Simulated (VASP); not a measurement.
Input of a VASP 6.6.1 run:

The input INCAR:

```
SYSTEM = K
ALGO = Normal ; EDIFF = 1E-6
EDIFFG = -0.01 ; ENCUT = 600
IBRION = 2 ; ISIF = 3
ISMEAR = 1 ; LASPH = .True.
LCHARG = .False. ; LREAL = .False.
LWAVE = .False. ; NELM = 80
NSW = 90 ; PREC = Accurate
SIGMA = 0.1
```

The input KPOINTS:

```
k-points
0
Gamma
  10 10 10
  0 0 0
```

POSCAR

```
K
1.0
   -2.6125000000      2.6125000000      2.6125000000
    2.6125000000     -2.6125000000      2.6125000000
    2.6125000000      2.6125000000     -2.6125000000
K
1
Direct
    0.0000000000      0.0000000000      0.0000000000
```

Potentials or basis: VASP PAW LDA potentials, release 64 (K_sv).

The run is started by

```console
$ cat potpaw_LDA.64/K_sv/POTCAR > POTCAR
$ mpirun -np 1 vasp_std > vasp.out
```

(1) Predict the relaxed volume.

(2) Predict the band gap on the k mesh.

Answers

(1) 64.29 Å³/atom.

(2) none (metal or under the smearing width).
